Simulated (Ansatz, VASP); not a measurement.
## Two plane-wave programs on Ga

```
Ga
1.0
     2.98742    0.00000    0.00000
    -1.49371    2.58718    0.00000
     0.00000    0.00000    4.92556
Ga
2
Cartesian
  0.0000 1.7248 1.2314
  1.4937 0.8624 3.6942
```

Alike in both runs: functional PBE; k mesh 16 × 16 × 9; occupations fermi-dirac, width 0.05 eV; no spin polarisation.

Ansatz relaxed the structure, and its values are those at the end. VASP's run is a single point on that final structure, the one shown.

|  | VASP | Ansatz |
| --- | --- | --- |
| version | VASP 6.6.1 | Ansatz 0.2.0 |
| potentials or method | VASP PAW PBE potentials, release 64 (Ga_d) | PAW with Ansatz's default frozen-core files, scalar-relativistic |
| plane-wave cutoff (eV) | 520 | 420 |
| valence electrons in the cell | 26 | 26 |

VASP gave:

- pressure (GPa): 0.1

Task: Which values does Ansatz return?

Result: Pressure (GPa): 0.0.

With one functional, cell and mesh, what is left measures potentials, basis and numerics.
